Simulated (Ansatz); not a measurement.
The reference is AlSb in the zinc blende structure (space group F-43m, No. 216; a = 6.1772 Å). Axes: x, y, z lie along the cube axes.

Method: r2SCAN (Ansatz, an electronic-structure program, PAW, no spin-orbit coupling).

For the base:

The smallest direct gap comes out as 2.03 eV and the valence-band top at Γ is 0.00, 0.00, 0.00 eV.

It is then changed as follows: a free-standing slab of 3 layers (6 atoms, 2 a layer) is cut normal to [110], with 15 Å of vacuum and the in-plane cell held at bulk.

### Question
Predict the new excess energy per area of both faces, smallest direct gap, change of the spacing d12 from its bulk value of 2.184 Å and valence-band top at Γ.

### Answer
The excess energy per area of both faces (slab less bulk energy over the cell's area: twice a surface energy) is 1.36 J/m²; the smallest direct gap shrinks by 1.33 eV (2.03 eV → 0.70 eV); the change of the spacing d12 from its bulk value of 2.184 Å is -4.9 %; the valence-band top at Γ (three highest levels, from the VBM) becomes 0.00, -0.70, -0.71 eV (base: 0.00, 0.00, 0.00 eV).

The excess energy carries the mismatch between the slab's and the bulk's meshes. With Sb present, leaving out spin-orbit coupling can change the band edges. No phonon test of stability was made.
